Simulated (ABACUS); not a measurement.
Crystal: NaCl.

```
Cl Na
1.0
     3.50219    0.00000    0.00000
     0.00000    3.50219    0.00000
     0.00000    0.00000    3.50219
Cl Na
1 1
Direct
  0.50000 0.50000 0.50000
  0.00000 0.00000 0.00000
```

Measurements of this composition are mostly on another form, of space group No. 225.

* Program: ABACUS 3.10.1
* Task: single point
* Functional: PBE
* Potentials or basis: PseudoDojo NC SR 0.4.1 PBE standard
* Cutoff: 1211 eV
* Density cutoff: 4844 eV
* Basis: plane waves
* k mesh: 8 × 8 × 8
* Occupations: fermi-dirac, width 0.05 eV
* Spin: no spin polarisation

On this cell: pressure 0.1 GPa; largest force zero by symmetry; band gap on the k mesh 3.98 eV, indirect (least direct gap 4.47 eV).

The same run follows on a disturbed copy (atoms moved at random, drawn with an rms of 0.05 Å):

```
Cl Na
1.0
     3.50219    0.00000    0.00000
     0.00000    3.50219    0.00000
     0.00000    0.00000    3.50219
Cl Na
1 1
Cartesian
  1.7450 1.7385 1.7579
  -0.0325 0.0052 -0.0256
```

What does the disturbed cell give?

The energy moves by +0.4 meV/atom; pressure 0.2 GPa; largest force 0.021 eV/Å; band gap on the k mesh 3.98 eV, indirect (least direct gap 4.47 eV).

Forces on the atoms (eV/Å):
```
Cl  -0.012  0.007 -0.015
Na   0.012 -0.007  0.015
```

A k mesh can miss the band edges.
